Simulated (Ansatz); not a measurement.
## SnO: clamped-ion strain scan

The calculation used DFT PBE+D3(BJ), scalar-relativistic, plane waves, PAW (Ansatz 0.2.0). Cutoff 420 eV, Γ-centred 8×6×6 k-points, Gaussian smearing of 0.05 eV. No spin polarisation. Energies are free energies at this smearing, counted from the undisturbed cell; pressure is positive in compression.

Reference structure (as given, not relaxed at this level; it stands at -1.3 GPa; this form isn't the usual structure):

```
Sn O
1.0
     3.35500    0.00000    0.00000
     0.00000    5.67410    0.00000
     0.00000    0.00000    4.22197
Sn O
2 2
Cartesian
  0.0000 1.3159 2.1665
  1.6775 4.3582 0.0555
  0.0000 5.0570 3.1110
  1.6775 0.6171 1.0000
```

The cell is strained by ε times the Voigt pattern (1, 1, 0, 0, 0, 0) (xx, yy, zz, yz, xz, xy; engineering shear) with fractional coordinates fixed.

```csv
ε,ΔE (meV/atom)
-0.0200,3.0
-0.0100,-1.0
0.0000,0.0
0.0050,2.2
0.0150,9.9
```

**Question.** Predict the pressure (GPa) at each point.

**Answer.**
| ε | pressure (GPa) |
| --- | --- |
| -0.0200 | 2.2 |
| -0.0100 | 0.4 |
| 0.0000 | -1.3 |
| 0.0050 | -2.1 |
| 0.0150 | -3.5 |